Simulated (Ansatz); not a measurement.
**Si: equation of state with PBE**

Crystal: Si.

```
Si
1.0
    -1.62691    1.62691    1.32033
     1.62691   -1.62691    1.32033
     1.62691    1.62691   -1.32033
Si
1
Direct
  0.00000 0.00000 0.00000
```

This isn't the form of Si at room conditions, which is diamond.

| Item | Value |
| --- | --- |
| Program | Ansatz 0.2.0 |
| Task | equation of state |
| Functional | PBE |
| Potentials or basis | Ansatz PAW |
| Cutoff | 420 eV |
| Density cutoff | 1680 eV |
| k mesh | 13 × 13 × 13 |
| Occupations | fermi-dirac, width 0.05 eV |
| Spin | no spin polarisation |

```
Equilibrium volume                        : 14.50 Å³/atom
Bulk modulus at fixed shape and positions : 87 GPa
Pressure derivative of the bulk modulus   : 5.0 (rough: it moves with the points fitted)
```

Energy against volume, from the lowest point:
| volume (Å³/atom) | energy (meV/atom) |
| --- | --- |
| 13.140 | 42.21 |
| 13.420 | 25.57 |
| 13.699 | 13.43 |
| 13.979 | 5.39 |
| 14.258 | 1.07 |
| 14.538 | 0.00 |
| 14.818 | 1.72 |

All runs of the series together: 7.2 s on 2 threads of Intel(R) Xeon(R) Platinum 8259CL CPU @ 2.50GHz (Skylake/Cascade Lake), on a shared host.

Caveat: the cell was scaled at fixed shape and fractional positions, which overstates the stiffness of a crystal with free parameters, most of all of layers and chains.
